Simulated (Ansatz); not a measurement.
WC (Qusongite), 2 atoms in the cell. It takes space group P-6m2 (No. 187, hexagonal). The conventional cell has a = 2.907 Å, b = 2.907 Å, c = 2.837 Å, α = 90.00°, β = 90.00°, γ = 120.00°. W (site symmetry -6m2) has 6 C at 2.20 Å as nearest neighbours. Around C (site symmetry -6m2) lie 6 W at 2.20 Å. 

| Item | Value |
| --- | --- |
| Program | Ansatz 0.2.0 |
| Task | relaxation of cell and atoms |
| Functional | PBEsol |
| Potentials or basis | all-electron LAPW, scalar-relativistic |
| Basis error allowed | 0.001 eV/atom |
| k mesh | 10 × 10 × 9 |
| Occupations | fermi-dirac, width 0.05 eV |
| Spin | no spin polarisation |

Potentials or basis: all-electron LAPW, scalar-relativistic.

Run with:

```console
$ ansatz run input.yaml --threads 1 --pin off --max-ram 3072MiB --backend cpu --events-out ev --progress --plain --runs-dir out
```

Hardware: 1 thread of Arm Neoverse V2, with other jobs on the host.

Problem. Estimate the wall time of this run.

Solution. Run time: 61 s on 1 thread of Arm Neoverse V2, on a shared host, peak memory 0.35 GiB. Counts: scf iterations 21, plane waves 315, k points 70, bands 30, ion steps 4.
